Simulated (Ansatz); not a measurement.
Crystal: FeO.

```
Fe O
1.0
     2.90291    0.00000    0.00000
    -1.45145    2.51399    0.00000
     0.00000    0.00000    2.83309
Fe O
1 1
Cartesian
  0.0000 0.0000 0.0000
  1.4515 0.8380 1.4165
```

The cell comes from a database or a generator and needn't be the stable form of this composition.

| Item | Value |
| --- | --- |
| Program | Ansatz 0.2.0 |
| Task | relaxation of cell and atoms |
| Functional | HSEsol |
| Potentials or basis | Ansatz PAW |
| Cutoff | 420 eV (not typed: the program's choice for these potentials) |
| k mesh | 5 × 5 × 5 |
| Occupations | fermi-dirac, width 0.05 eV |
| Spin | collinear spin, ferromagnetic start |
| Starting moments | [3.0, 0.0] μB |

At the start: volume 10.34 Å³/atom.

How do energy, volume and symmetry change on relaxing?

It ends after 8 steps and the volume is 9.11 Å³/atom (-11.9 %); space group P-6m2 (No. 187, to 0.05 Å); moment 4.00 μB per cell.

Step by step:
| step | energy change (eV) | largest force (eV/Å) | volume (Å³) |
| --- | --- | --- | --- |
| 1 | 0.0000 | 0.0000 | 20.68 |
| 2 | -0.1820 | 0.0000 | 19.02 |
| 3 | -0.2067 | 0.0000 | 17.99 |
| 4 | -0.2080 | 0.0000 | 18.26 |
| 5 | -0.2081 | 0.0000 | 18.24 |
| 6 | -0.2011 | 0.0000 | 18.24 |
| 7 | -0.2012 | 0.0000 | 18.22 |
| 8 | -0.2012 | 0.0000 | 18.22 |

Final structure:
```yaml
crystal:
  lattice:
    - [2.78818, 0.00000, 0.00000]
    - [-1.39409, 2.41463, 0.00000]
    - [0.00000, 0.00000, 2.70571]
  atoms:
    - { symbol: Fe, position: [0.00000, 0.00000, 0.00000] }
    - { symbol: O, position: [0.66667, 0.33333, 0.50000] }
```

Caveat: the k mesh is coarse (spacing up to 0.50 Å⁻¹), so the values aren't converged, least of all with exact exchange; the magnetic or orbital state may not be the lowest; the plane-wave basis is chosen anew once the cell has moved, so the energies of steps on either side of that aren't comparable; the pressure holds a Pulay correction of +0.7 GPa for the finite cutoff; a cell with one magnetic atom can't hold antiferromagnetic order, which such compounds often take; the PAW data sets come from PBE, with cores solved anew for the run's functional, which leaves a small shift of forces and pressure.
